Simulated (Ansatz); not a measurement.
TiC under changes of volume

One of the cells (10.158 Å³/atom); the others are scaled copies at fixed shape and fractional positions:

```
Ti C
1.0
     0.00000    2.16572    2.16572
     2.16572    0.00000    2.16572
     2.16572    2.16572    0.00000
Ti C
1 1
Direct
  0.00000 0.00000 0.00000
  0.50000 0.50000 0.50000
```

The cell is a database's computed one.

- Program: Ansatz 0.2.0
- Functional: PBE
- Potentials or basis: Ansatz PAW
- Cutoff: 420 eV (not typed: the program's choice for these potentials)
- k mesh: 11 × 11 × 11
- Occupations: fermi-dirac, width 0.05 eV
- Spin: no spin polarisation

```tsv
volume (Å³/atom)	energy over the lowest point (meV/atom)	pressure (GPa)
9.548	32.93	17.9
9.752	14.37	11.4
9.955	3.64	5.6
10.158	0.00	0.3
10.361	?	?
10.564	11.23	-8.8
10.767	24.97	-12.8
```

Task: What does the run at 10.361 Å³/atom give?

Result: Energy over the lowest point 2.70 meV/atom; pressure -4.5 GPa.

Worked out: A Birch-Murnaghan fit of order 3 (a polynomial in V^(-2/3)) to the other rows has its minimum at 10.17 Å³/atom with B0 = V·E''(V) = 251 GPa and B' = 3.9. It gives 2.72 meV/atom at 10.361 Å³/atom, against the run's 2.70, and -dE/dV = -4.5 GPa, against -4.5.

Energies are extrapolated to zero smearing.
